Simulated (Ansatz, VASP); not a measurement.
One calculation of Mg, two programs

```xyz
1
Lattice="-1.7158 1.7158 1.7158 1.7158 -1.7158 1.7158 1.7158 1.7158 -1.7158" Properties=species:S:1:pos:R:3 pbc="T T T"
Mg    0.0000    0.0000    0.0000
```

Alike in both runs: functional PBE; k mesh 16 × 16 × 16; occupations fermi-dirac, width 0.08 eV; no spin polarisation.

Ansatz relaxed the structure, and its values are those at the end. VASP's run is a single point on that final structure, the one shown.

|  | VASP | Ansatz |
| --- | --- | --- |
| version | VASP 6.6.1 | Ansatz 0.2.0 |
| potentials or method | VASP PAW PBE potentials, release 64 (Mg), cutoff 520 eV | all-electron LAPW, scalar-relativistic |

Ansatz gave:

- pressure (GPa): 5.7

Problem. Which values does VASP return?

Solution. Pressure (GPa): 5.6.

Ansatz ran all-electron here, so the differences hold the error of VASP's frozen core and of both bases.
